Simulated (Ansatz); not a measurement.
**Abstraction of F: C4H9F + CHBr2 → C4H9 + CHBr2F**

Species: C4H9F (1-fluorobutane) `CCCCF`, singlet; CHBr2 `Br[CH]Br`, doublet; C4H9 (1-butyl radical) `[CH2]CCC`, doublet; CHBr2F (dibromofluoromethane) `FC(Br)Br`, singlet. A radical takes F: the energy is the difference in strength between two C–F bonds in different surroundings.

Shapes, held fixed at every level: PBE0-D4/def2-TZVP. Flexible molecules stand in one conformer, not always the lowest. Programs: Ansatz 0.2.0. Electronic energies: no zero-point or thermal term.

(1) Estimate ΔE of this reaction.

Results:

(1) MP2/def2-TZVPP gives ΔE = +22.8 kJ/mol; the levels span +19.6 to +29.9. The median of the levels is +26.2. No measured value is set beside it here. Open shells run unrestricted unless RO is named. Relativity is left out for Br unless named. Correlated rows may include outer-core shells of Br, which these sets cover unevenly.

| level | kind | ΔE (kJ/mol) |
| --- | --- | --- |
| HF/def2-TZVPP | Hartree–Fock | +27.3 |
| r2SCAN-D4/def2-TZVPP | meta-GGA | +19.6 |
| B3LYP-D4/def2-TZVPP | global hybrid | +26.7 |
| PBE0-D4/def2-TZVPP | global hybrid | +26.2 |
| wB97M-V/def2-TZVPP | range-separated hybrid | +24.8 |
| wB97X-V/def2-TZVPP | range-separated hybrid | +29.9 |
| MP2/def2-TZVPP | perturbation theory | +22.8 |
